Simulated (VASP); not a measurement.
TiO2:

```
CELL_PARAMETERS angstrom
4.59222 0.00000 0.00000
0.00000 4.59222 0.00000
0.00000 0.00000 2.94203
ATOMIC_POSITIONS crystal
Ti 0.00000 0.00000 0.00000
Ti 0.50000 0.50000 0.50000
O 0.30430 0.30430 0.00000
O 0.19570 0.80430 0.50000
O 0.69570 0.69570 0.00000
O 0.80430 0.19570 0.50000
```

Base run:

```yaml
Program: VASP 6.6.1
Functional: PBEsol
Potentials_or_basis: VASP PAW PBE potentials, release 64 (Ti_sv, O)
Cutoff: 520 eV
k_mesh: 6 × 6 × 10
Occupations: gaussian, width 0.02 eV
Spin: no spin polarisation
```

Its results: band gap on the k mesh 1.83 eV, direct.

Q: The run is repeated on the same cell with these changes: functional from PBEsol to r2SCAN. What comes out?

A: Band gap on the k mesh 2.24 eV, direct.

r2SCAN gives the wider gap, since meta-GGAs in the generalised Kohn-Sham scheme recover part of the derivative discontinuity.

Not every run made on this cell is shown here.
